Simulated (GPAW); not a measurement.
# Ni (Fm-3m) in GPAW: further runs

Runs on Ni. Level: PBEsol+U. Tasks: band structure.

All numbers are computed with GPAW 26.7.0; they aren't measurements. Logs are shortened: lines on timing, memory, paths and dates and some standing lists are left out, and cuts for length are marked. The log counts tension as positive stress, the text compression.

## Step 1: The structure

The structure is cubic, space group Fm-3m (No. 225). Conventional cell: a = 3.475 Å, b = 3.475 Å, c = 3.475 Å, α = 90.00°, β = 90.00°, γ = 90.00°. Ni (site symmetry m-3m) is surrounded by 12 Ni at 2.46 Å.

## Step 2: Band structure, PBEsol+U, collinear spin, ferromagnetic start

Input file run.py:

```python
from ase import Atoms
from ase.dft.bandgap import bandgap
from ase.io import write
from ase.units import GPa
from gpaw import GPAW, PW, setup_paths

setup_paths.insert(0, '.')

atoms = Atoms(['Ni'],
              cell=[[0.0, 1.737572933, 1.737572933],
                    [1.737572933, 0.0, 1.737572933],
                    [1.737572933, 1.737572933, 0.0]],
              scaled_positions=[[0.0, 0.0, 0.0]],
              pbc=True)
atoms.set_initial_magnetic_moments([1.0])

calc = GPAW(mode=PW(600),
            xc='PBEsol',
            kpts={'size': (13, 13, 13), 'gamma': True},
            occupations={'name': 'fermi-dirac', 'width': 0.05},
            setups={'Ni': ':d,2.0'},
            nbands=17,
            convergence={'density': 1e-05, 'energy': 1e-05},
            maxiter=150,
            txt='gpaw.txt')
atoms.calc = calc
energy = atoms.get_potential_energy()
forces = atoms.get_forces()
stress = atoms.get_stress()
calc.write('gs.gpw')
write('result.traj', atoms)
print(f'Energy: {energy:.6f} eV')
print('Forces (eV/A):')
print(forces.round(4))
print('Stress (GPa):', (stress / GPa).round(3))
print('Moments:', calc.get_magnetic_moments().round(3))
print('Fermi level:', round(calc.get_fermi_level(), 4), 'eV')
print(f'Gap: {bandgap(calc)[0]:.4f} eV, direct: {bandgap(calc, direct=True)[0]:.4f} eV')

path = atoms.cell.bandpath('GXWKGLUWLK,UX', npoints=80, eps=1e-4)
bs_calc = calc.fixed_density(kpts=path, symmetry='off', nbands=25,
                             convergence={'bands': 'CBM+6.0', 'eigenstates': 1e-6}, txt='bands.txt')
bs = bs_calc.band_structure()
bs.write('bs.json')
print(f'Gap on the path: {bandgap(bs_calc)[0]:.4f} eV')
```

Potentials or basis: PAW data sets generated in the run's folder for this functional, pw.

Started as:

```sh
$ gpaw-setup -f PBEsol Ni
$ OMP_NUM_THREADS=1 python run.py
```

gpaw.txt:

```text
__  _  _
 | _ |_)|_||  |
 |__||  | ||/\| - 26.7.0

Input parameters:
  mode=PW(ecut=600.0),
  convergence={'density': 1e-05, 'energy': 1e-05},
  kpts=MonkhorstPack(size=(13, 13, 13), gamma=True),
  maxiter=150,
  nbands=17,
  occupations=Occupations(name='fermi-dirac', width=0.05),
  setups={'Ni': ':d,2.0'},
  xc=XC(name='PBEsol')

Diagonalizing LCAO Hamiltonian
Converting LCAO to pw mode

       Ni

Atoms  # Å, Bohr magnetons
|   | symbol |        x |        y |        z |    initial magnetic moments |
|---|--------|----------|----------|----------|-----------------------------|
| 0 |     Ni | 0.000000 | 0.000000 | 0.000000 | ( 0.0000,  0.0000,  1.0000) |

Unit cell  # Å
| periodic |        x |        y |        z |  lengths |    angles |
|----------|----------|----------|----------|----------|-----------|
|      yes | 0.000000 | 1.737573 | 1.737573 | 2.457299 | 60.000000 |
|      yes | 1.737573 | 0.000000 | 1.737573 | 2.457299 | 60.000000 |
|      yes | 1.737573 | 1.737573 | 0.000000 | 2.457299 | 60.000000 |

Number of symmetries: 48
Symmetry operations  # r_c * U_cc + t_c -> r_c
|    | kind |            matrix            |
|----|------|------------------------------|
|  0 |  σ   |  1, 0, 0,  1, 0,-1,  1,-1, 0 |
|  1 |  C2  |  1, 0, 0,  1,-1, 0,  1, 0,-1 |
|  2 |  E   |  1, 0, 0,  0, 1, 0,  0, 0, 1 |
|  3 |  σ   |  1, 0, 0,  0, 0, 1,  0, 1, 0 |
|  4 |  C4  |  1, 0,-1,  1, 0, 0,  1,-1, 0 |
|  5 |  S6  |  1, 0,-1,  1,-1, 0,  1, 0, 0 |
|  6 |  σ   |  1, 0,-1,  0, 1,-1,  0, 0,-1 |
|  7 |  C3  |  1, 0,-1,  0, 0,-1,  0, 1,-1 |
|  8 |  S6  |  1,-1, 0,  1, 0, 0,  1, 0,-1 |
|  9 |  C4  |  1,-1, 0,  1, 0,-1,  1, 0, 0 |
| 10 |  C3  |  1,-1, 0,  0,-1, 1,  0,-1, 0 |
| 11 |  σ   |  1,-1, 0,  0,-1, 0,  0,-1, 1 |
| 12 |  σ   |  0, 1, 0,  1, 0, 0,  0, 0, 1 |
| 13 |  C4  |  0, 1, 0,  0, 1,-1, -1, 1, 0 |
| 14 |  C3  |  0, 1, 0,  0, 0, 1,  1, 0, 0 |
| 15 |  S6  |  0, 1, 0, -1, 1, 0,  0, 1,-1 |
| 16 |  C2  |  0, 1,-1,  1, 0,-1,  0, 0,-1 |
| 17 |  σ   |  0, 1,-1,  0, 1, 0, -1, 1, 0 |
| 18 |  S4  |  0, 1,-1,  0, 0,-1,  1, 0,-1 |
| 19 |  C4  |  0, 1,-1, -1, 1, 0,  0, 1, 0 |
| 20 |  C3  |  0, 0, 1,  1, 0, 0,  0, 1, 0 |
| 21 |  σ   |  0, 0, 1,  0, 1, 0,  1, 0, 0 |
| 22 |  S6  |  0, 0, 1,  0,-1, 1, -1, 0, 1 |
| 23 |  C4  |  0, 0, 1, -1, 0, 1,  0,-1, 1 |
| 24 |  S4  |  0, 0,-1,  1, 0,-1,  0, 1,-1 |
| 25 |  C3  |  0, 0,-1,  0, 1,-1,  1, 0,-1 |
| 26 |  C2  |  0, 0,-1,  0,-1, 0, -1, 0, 0 |
| 27 |  S6  |  0, 0,-1, -1, 0, 0,  0,-1, 0 |
| 28 |  S4  |  0,-1, 1,  1,-1, 0,  0,-1, 0 |
| 29 |  C4  |  0,-1, 1,  0, 0, 1, -1, 0, 1 |
| 30 |  C2  |  0,-1, 1,  0,-1, 0,  1,-1, 0 |
| 31 |  σ   |  0,-1, 1, -1, 0, 1,  0, 0, 1 |
| 32 |  C3  |  0,-1, 0,  1,-1, 0,  0,-1, 1 |
| 33 |  S6  |  0,-1, 0,  0, 0,-1, -1, 0, 0 |
| 34 |  S4  |  0,-1, 0,  0,-1, 1,  1,-1, 0 |
| 35 |  C2  |  0,-1, 0, -1, 0, 0,  0, 0,-1 |
| 36 |  C2  | -1, 1, 0,  0, 1, 0,  0, 1,-1 |
| 37 |  S6  | -1, 1, 0,  0, 1,-1,  0, 1, 0 |
| 38 |  S4  | -1, 1, 0, -1, 0, 1, -1, 0, 0 |
| 39 |  C3  | -1, 1, 0, -1, 0, 0, -1, 0, 1 |
| 40 |  S6  | -1, 0, 1,  0, 0, 1,  0,-1, 1 |
| 41 |  C2  | -1, 0, 1,  0,-1, 1,  0, 0, 1 |
| 42 |  C3  | -1, 0, 1, -1, 1, 0, -1, 0, 0 |
| 43 |  S4  | -1, 0, 1, -1, 0, 0, -1, 1, 0 |
| 44 |  C2  | -1, 0, 0,  0, 0,-1,  0,-1, 0 |
| 45 |  i   | -1, 0, 0,  0,-1, 0,  0, 0,-1 |
| 46 |  σ   | -1, 0, 0, -1, 1, 0, -1, 0, 1 |
| 47 |  C2  | -1, 0, 0, -1, 0, 1, -1, 1, 0 |

BZ-sampling:
  Number of BZ points: 2197
  Number of IBZ points: 84

  Monkhorst-Pack size: [13, 13, 13]
  Monkhorst-Pack shift: [0, 0, 0]

K-points  # in reciprocal-cell coordinates
|     |                                coordinates |     weight |
|-----|--------------------------------------------|------------|
|   0 | (  0.00000000,   0.00000000,   0.00000000) | 0.00045517 |
|   1 | (  0.07692308,   0.07692308,   0.00000000) | 0.00273100 |
|   2 | (  0.07692308,   0.07692308,   0.07692308) | 0.00364133 |
|   3 | (  0.15384615,   0.07692308,   0.07692308) | 0.00546199 |
|   4 | (  0.15384615,   0.15384615,   0.00000000) | 0.00273100 |
|   5 | (  0.15384615,   0.15384615,   0.07692308) | 0.01092399 |
|   6 | (  0.15384615,   0.15384615,   0.15384615) | 0.00364133 |
|   7 | (  0.23076923,   0.15384615,   0.07692308) | 0.01092399 |
|   8 | (  0.23076923,   0.15384615,   0.15384615) | 0.01092399 |
|   9 | (  0.23076923,   0.23076923,   0.00000000) | 0.00273100 |
| ... |                                            |            |
|  83 | (  0.46153846,   0.46153846,   0.46153846) | 0.00364133 |

Plane wave coefficients: 365
Cutoff: 600.0 eV

Spin-components: 2 (collinear spins)
Bands:           17
Projectors:      6
Spin-degeneracy: 1
Datatype:        complex128

Parallelization:
  kpt:    1
  domain: 1
  band:   1

Density:
  Valence electrons: 16.0
  Components: 2
  Grid points: [14 14 14]
  Charge: 0.0  # |e|

Potential:
  Grid points: [14 14 14]

species:
  Ni:
    name:    Nickel
    Z:       28.0
    valence: 16
    core:    12
    charge:  0.0  # [|e|]
    Hubbard: {U: 2.0,  # eV
              l: 2,
              scale: True}
    compensation charges:
      type: gauss
      rc: 0.36  # [Å]
      lmax: 2
    cutoffs:
      filter: 2.14  # [Å]
      core: 1.98  # [Å]
    projectors
    | kind |    occ | energy [eV] | rcut [Å] |
    |------|--------|-------------|----------|
    |   4s |  2.000 |      -5.661 |    1.164 |
    |   3p |  6.000 |     -71.261 |    1.207 |
    |   4p |  0.000 |      -1.193 |    1.207 |
    |   3d |  8.000 |      -8.901 |    1.138 |
    |    s |        |      21.550 |    1.164 |
    |    d |        |      18.310 |    1.138 |

    Using partial waves for Ni as LCAO basis

Reference energy: -41332.588830  # eV

eigensolver:
  PPCG
  Converge bands: occupied
  niter=2

density mixing:
  MSR1-Mixer
  Pratt-step length: 0.05
  Maximum mixing coefficient: 0.75
  Old densities: 10
  SVD Regularization: 0.005
  Good broyden scale: 1.0
  Trust region scale: 1.0
  Backstep threshold: 4.0
  History deletion threshold: 6.0
  Fourier metric: weight=20.0, sigma=0.015

occupation numbers:
  Fermi-Dirac:
    width: 0.0500  # eV

poisson solver:
  ecut: 4800.0  # eV

xc functional:
  name: PBEsol with 2 nearest neighbor stencil

convergence criteria:
- Maximum integral of absolute [dens]ity change: 1e-05 electrons / valence electron
- Maximum [total energy] change in last 3 cyles: 1e-05 eV / valence electron
- Maximum integral of absolute [eigenst]ate change: 4e-08 eV^2 / valence electron
maximum number of iterations: 150

SCF iterations
|iter     | |      energy | eigst |  dens |  magmom |
|---------|-|-------------|-------|-------|---------|
|iter:   1| |   -6.586298 | -0.04 |       |  +1.0008|
|iter:   2| |   -6.593645 | -2.87 | -1.45 |  +0.9877|
|iter:   3| |   -6.703962 | -2.89 | -1.50 |  +0.8586|
|iter:   4| |   -6.751153 | -3.03 | -1.81 |  +0.7387|
|iter:   5| |   -6.755970 | -3.77 | -2.17 |  +0.6712|
|iter:   6| |   -6.756328 | -4.64 | -2.76 |  +0.6779|
|iter:   7| |   -6.756616 | -5.91 | -3.11 |  +0.6681|
|iter:   8| |   -6.756622 | -7.55c| -3.57 |  +0.6694|
|iter:   9| |   -6.756626c| -7.48c| -3.85 |  +0.6712|
|iter:  10| |   -6.756625c| -7.91c| -4.29 |  +0.6720|
|iter:  11| |   -6.756625c| -8.87c| -4.40 |  +0.6718|
|iter:  12| |   -6.756625c| -9.23c| -5.18c|  +0.6718|

Converged in 12 steps
Energy contributions relative to reference atoms: (reference = -41332.588830)

Energy contributions:
  Kinetic:           9.596098
  Coulomb:          -6.891432
  Zero:              0.052964
  External:          0.000000
  Xc:               -9.508744
  Entropy:          -0.011021
  Spinorbit:         0.000000
  ----------------------------
  Free energy:      -6.762135
  Extrapolated:     -6.756625

dipole moment: (-7.095353, -7.095353, -7.095353)  # |e|*Ang

Total magnetic moment: (0.000000, 0.000000, 0.671753)

Local magnetic moments
|        x |        y |        z |
|----------|----------|----------|
| 0.000000 | 0.000000 | 0.721466 |  # Ni   0

Fermi level: 8.720
Eigenvalues  # (at kpt = [0.000, 0.000, 0.000])
| band index |      eig [eV] | occ [0-1] |      eig [eV] | occ [0-1] |
|------------|---------------|-----------|---------------|-----------|
|          0 |       -54.668 |     1.000 |       -53.764 |     1.000 |
|          1 |       -54.668 |     1.000 |       -53.764 |     1.000 |
|          2 |       -54.668 |     1.000 |       -53.764 |     1.000 |
|          3 |        -0.600 |     1.000 |        -0.664 |     1.000 |
|          4 |         5.644 |     1.000 |         6.952 |     1.000 |
|          5 |         5.644 |     1.000 |         6.952 |     1.000 |
[... 9 lines left out ...]
|         15 |        38.960 |     0.000 |        39.387 |     0.000 |
|         16 |        42.755 |     0.000 |        42.602 |     0.000 |

No gap
No difference between direct/indirect transitions

Forces  # eV/Ang
|       x |        y |        z |
|---------|----------|----------|
| 0.00000 | -0.00000 | -0.00000 |  # Ni   0

Stress tensor  # eV/Ang^3
|         x |        y |         z |
|-----------|----------|-----------|
|  0.009776 | 0.000000 | -0.000000 |
|  0.000000 | 0.009776 |  0.000000 |
| -0.000000 | 0.000000 |  0.009776 |

# Writing to gs.gpw (mode='')
```

Wall time 42 s (1 thread of Intel Xeon Platinum 8259CL at 2.50GHz (Skylake/Cascade Lake), shared host); peak memory 0.19 GiB.

What came out:

```
Free energy             : -6.7621 eV
Pressure                : -1.6 GPa
Band gap along the path : none (metal or under the smearing width)
Net moment              : 0.67 μB per cell
Site moments            : Ni +0.72 μB
```

Levels at the corners of the path, in eV from the Fermi level:
Spin up:
| point | band 4 | band 5 | band 6 | band 7 | band 8 | band 9 | band 10 |
| --- | --- | --- | --- | --- | --- | --- | --- |
| Γ | -9.32 | -3.08 | -3.08 | -3.08 | -1.75 | -1.75 | 24.10 |
| X | -5.33 | -4.94 | -0.97 | -0.93 | -0.93 | 2.41 | 9.51 |
| W | -4.41 | -3.71 | -3.71 | -1.82 | -0.93 | 7.88 | 7.88 |
| K | -4.65 | -4.37 | -2.66 | -1.58 | -1.21 | 5.81 | 7.43 |
| Γ | -9.32 | -3.08 | -3.08 | -3.08 | -1.75 | -1.75 | 24.10 |
| L | -5.47 | -3.03 | -3.03 | -1.05 | -1.05 | -0.44 | 5.86 |
| U | -4.65 | -4.37 | -2.66 | -1.58 | -1.21 | 5.81 | 7.43 |
| W | -4.41 | -3.71 | -3.71 | -1.82 | -0.93 | 7.88 | 7.88 |
| L | -5.47 | -3.03 | -3.03 | -1.05 | -1.05 | -0.44 | 5.86 |
| K | -4.65 | -4.37 | -2.66 | -1.58 | -1.21 | 5.81 | 7.43 |
| U | -4.65 | -4.37 | -2.66 | -1.58 | -1.21 | 5.81 | 7.43 |
| X | -5.33 | -4.94 | -0.97 | -0.93 | -0.93 | 2.41 | 9.51 |
Spin down:
```tsv
point	band 4	band 5	band 6	band 7	band 8	band 9	band 10
Γ	-9.38	-1.77	-1.77	-1.77	-1.02	-1.02	23.87
X	-4.89	-3.83	-0.20	0.55	0.55	2.34	9.81
W	-3.93	-2.64	-2.64	-1.12	0.55	8.20	8.20
K	-4.09	-3.41	-1.59	-0.85	0.25	6.17	7.71
Γ	-9.38	-1.77	-1.77	-1.77	-1.02	-1.02	23.87
L	-4.68	-2.14	-2.14	-0.52	0.15	0.15	6.55
U	-4.09	-3.41	-1.59	-0.85	0.25	6.17	7.71
W	-3.93	-2.64	-2.64	-1.12	0.55	8.20	8.20
L	-4.68	-2.14	-2.14	-0.52	0.15	0.15	6.55
K	-4.09	-3.41	-1.59	-0.85	0.25	6.17	7.71
U	-4.09	-3.41	-1.59	-0.85	0.25	6.17	7.71
X	-4.89	-3.83	-0.20	0.55	0.55	2.34	9.81
```

Caveat: the stock nickel data set gives pressures a few GPa off other programs; the U is typed as a test and isn't derived for this compound.

## Step 3: Band structure, PBEsol+U, collinear spin, ferromagnetic start

Changes to run.py since step 2:

```diff
@@ -20,3 +20,3 @@
             occupations={'name': 'fermi-dirac', 'width': 0.05},
-            setups={'Ni': ':d,2.0'},
+            setups={'Ni': ':d,3.0'},
             nbands=17,
```

Potentials or basis: PAW data sets generated in the run's folder for this functional, pw.

Started as:

```sh
$ gpaw-setup -f PBEsol Ni
$ OMP_NUM_THREADS=1 python run.py
```

gpaw.txt:

```text
__  _  _
 | _ |_)|_||  |
 |__||  | ||/\| - 26.7.0

Input parameters:
  mode=PW(ecut=600.0),
  convergence={'density': 1e-05, 'energy': 1e-05},
  kpts=MonkhorstPack(size=(13, 13, 13), gamma=True),
  maxiter=150,
  nbands=17,
  occupations=Occupations(name='fermi-dirac', width=0.05),
  setups={'Ni': ':d,3.0'},
  xc=XC(name='PBEsol')

Diagonalizing LCAO Hamiltonian
Converting LCAO to pw mode

       Ni

Atoms  # Å, Bohr magnetons
|   | symbol |        x |        y |        z |    initial magnetic moments |
|---|--------|----------|----------|----------|-----------------------------|
| 0 |     Ni | 0.000000 | 0.000000 | 0.000000 | ( 0.0000,  0.0000,  1.0000) |

Unit cell  # Å
| periodic |        x |        y |        z |  lengths |    angles |
|----------|----------|----------|----------|----------|-----------|
|      yes | 0.000000 | 1.737573 | 1.737573 | 2.457299 | 60.000000 |
[... 191 lines left out ...]
  Xc:               -9.352337
  Entropy:          -0.009464
  Spinorbit:         0.000000
  ----------------------------
  Free energy:      -6.197035
  Extrapolated:     -6.192303

dipole moment: (-7.080240, -7.080240, -7.080240)  # |e|*Ang

Total magnetic moment: (0.000000, 0.000000, 0.789982)

Local magnetic moments
|        x |        y |        z |
|----------|----------|----------|
| 0.000000 | 0.000000 | 0.848878 |  # Ni   0

Fermi level: 8.699
Eigenvalues  # (at kpt = [0.000, 0.000, 0.000])
| band index |      eig [eV] | occ [0-1] |      eig [eV] | occ [0-1] |
|------------|---------------|-----------|---------------|-----------|
|          0 |       -54.614 |     1.000 |       -53.550 |     1.000 |
|          1 |       -54.614 |     1.000 |       -53.550 |     1.000 |
|          2 |       -54.614 |     1.000 |       -53.550 |     1.000 |
|          3 |        -0.589 |     1.000 |        -0.665 |     1.000 |
|          4 |         5.184 |     1.000 |         7.029 |     1.000 |
|          5 |         5.184 |     1.000 |         7.029 |     1.000 |
[... 9 lines left out ...]
|         15 |        38.688 |     0.000 |        39.372 |     0.000 |
|         16 |        42.748 |     0.000 |        42.592 |     0.000 |

No gap
No difference between direct/indirect transitions

Forces  # eV/Ang
|        x |       y |       z |
|----------|---------|---------|
| -0.00000 | 0.00000 | 0.00000 |  # Ni   0

Stress tensor  # eV/Ang^3
|        x |        y |        z |
|----------|----------|----------|
| 0.005146 | 0.000000 | 0.000000 |
| 0.000000 | 0.005146 | 0.000000 |
| 0.000000 | 0.000000 | 0.005146 |

# Writing to gs.gpw (mode='')
```

Wall time 44 s (1 thread of Intel Xeon Platinum 8259CL at 2.50GHz (Skylake/Cascade Lake), shared host); peak memory 0.19 GiB.

What came out:

```yaml
Free_energy: -6.1970 eV
Pressure: -0.8 GPa
Band_gap_along_the_path: none (metal or under the smearing width)
Net_moment: 0.79 μB per cell
Site_moments: Ni +0.85 μB
```

Levels at the corners of the path, in eV from the Fermi level:
Spin up:
```
point  band 5  band 6  band 7  band 8  band 9  band 10
    Γ   -3.51   -3.51   -3.51   -2.15   -2.15    24.15
    X   -5.35   -1.38   -1.38   -1.37    2.45     9.38
    W   -4.09   -4.09   -2.20   -1.38    7.82     7.82
    K   -4.72   -3.03   -1.97   -1.66    5.74     7.35
    Γ   -3.51   -3.51   -3.51   -2.15   -2.15    24.15
    L   -3.44   -3.44   -1.48   -1.48   -0.41     5.70
    U   -4.72   -3.03   -1.97   -1.66    5.74     7.35
    W   -4.09   -4.09   -2.20   -1.38    7.82     7.82
    L   -3.44   -3.44   -1.48   -1.48   -0.41     5.70
    K   -4.72   -3.03   -1.97   -1.66    5.74     7.35
    U   -4.72   -3.03   -1.97   -1.66    5.74     7.35
    X   -5.35   -1.38   -1.38   -1.37    2.45     9.38
```
Spin down:
```tsv
point	band 4	band 5	band 6	band 7	band 8	band 9	band 10
Γ	-9.36	-1.67	-1.67	-1.67	-1.28	-1.28	23.86
X	-5.11	-3.77	-0.46	0.68	0.68	2.36	9.74
W	-4.15	-2.56	-2.56	-1.36	0.68	8.26	8.26
K	-4.31	-3.34	-1.51	-1.10	0.37	6.23	7.73
Γ	-9.36	-1.67	-1.67	-1.67	-1.28	-1.28	23.86
L	-4.63	-2.30	-2.30	-0.50	0.17	0.17	6.63
U	-4.31	-3.34	-1.51	-1.10	0.37	6.23	7.73
W	-4.15	-2.56	-2.56	-1.36	0.68	8.26	8.26
L	-4.63	-2.30	-2.30	-0.50	0.17	0.17	6.63
K	-4.31	-3.34	-1.51	-1.10	0.37	6.23	7.73
U	-4.31	-3.34	-1.51	-1.10	0.37	6.23	7.73
X	-5.11	-3.77	-0.46	0.68	0.68	2.36	9.74
```

Caveat: the stock nickel data set gives pressures a few GPa off other programs; the U is typed as a test and isn't derived for this compound. The state reached can hang on the start; a lower one may exist.

## Step 4: Band structure, PBEsol+U, collinear spin, ferromagnetic start

Changes to run.py since step 3:

```diff
@@ -20,3 +20,3 @@
             occupations={'name': 'fermi-dirac', 'width': 0.05},
-            setups={'Ni': ':d,3.0'},
+            setups={'Ni': ':d,4.0'},
             nbands=17,
```

Started as:

```sh
$ gpaw-setup -f PBEsol Ni
$ OMP_NUM_THREADS=1 python run.py
```

Run time: 46 s. Hardware: 1 thread of Intel Xeon Platinum 8259CL at 2.50GHz (Skylake/Cascade Lake), shared host; peak memory 0.19 GiB.

Results (log left out):

```
Free energy             : -5.6573 eV
Pressure                : -0.4 GPa
Band gap along the path : none (metal or under the smearing width)
Net moment              : 0.85 μB per cell
Site moments            : Ni +0.91 μB
```

Levels at the corners of the path, in eV from the Fermi level:
Spin up:
```csv
point,band 5,band 6,band 7,band 8,band 9,band 10
Γ,-3.93,-3.93,-3.93,-2.54,-2.54,24.18
X,-5.74,-1.82,-1.82,-1.76,2.48,9.25
W,-4.46,-4.46,-2.57,-1.82,7.75,7.75
K,-5.05,-3.39,-2.34,-2.09,5.68,7.27
Γ,-3.93,-3.93,-3.93,-2.54,-2.54,24.18
L,-3.84,-3.84,-1.89,-1.89,-0.39,5.56
U,-5.05,-3.39,-2.34,-2.09,5.68,7.27
W,-4.46,-4.46,-2.57,-1.82,7.75,7.75
L,-3.84,-3.84,-1.89,-1.89,-0.39,5.56
K,-5.05,-3.39,-2.34,-2.09,5.68,7.27
U,-5.05,-3.39,-2.34,-2.09,5.68,7.27
X,-5.74,-1.82,-1.82,-1.76,2.48,9.25
```
Spin down:
```csv
point,band 4,band 5,band 6,band 7,band 8,band 9,band 10
Γ,-9.36,-1.60,-1.60,-1.60,-1.60,-1.60,23.83
X,-5.39,-3.72,-0.78,0.77,0.77,2.36,9.63
W,-4.43,-2.51,-2.51,-1.68,0.77,8.29,8.29
K,-4.58,-3.30,-1.45,-1.42,0.46,6.27,7.71
Γ,-9.36,-1.60,-1.60,-1.60,-1.60,-1.60,23.83
L,-4.60,-2.54,-2.54,-0.50,0.17,0.17,6.70
U,-4.58,-3.30,-1.45,-1.42,0.46,6.27,7.71
W,-4.43,-2.51,-2.51,-1.68,0.77,8.29,8.29
L,-4.60,-2.54,-2.54,-0.50,0.17,0.17,6.70
K,-4.58,-3.30,-1.45,-1.42,0.46,6.27,7.71
U,-4.58,-3.30,-1.45,-1.42,0.46,6.27,7.71
X,-5.39,-3.72,-0.78,0.77,0.77,2.36,9.63
```

Caveat: the stock nickel data set gives pressures a few GPa off other programs; the U is typed as a test and isn't derived for this compound.

(Continued in part 2 of 2.)
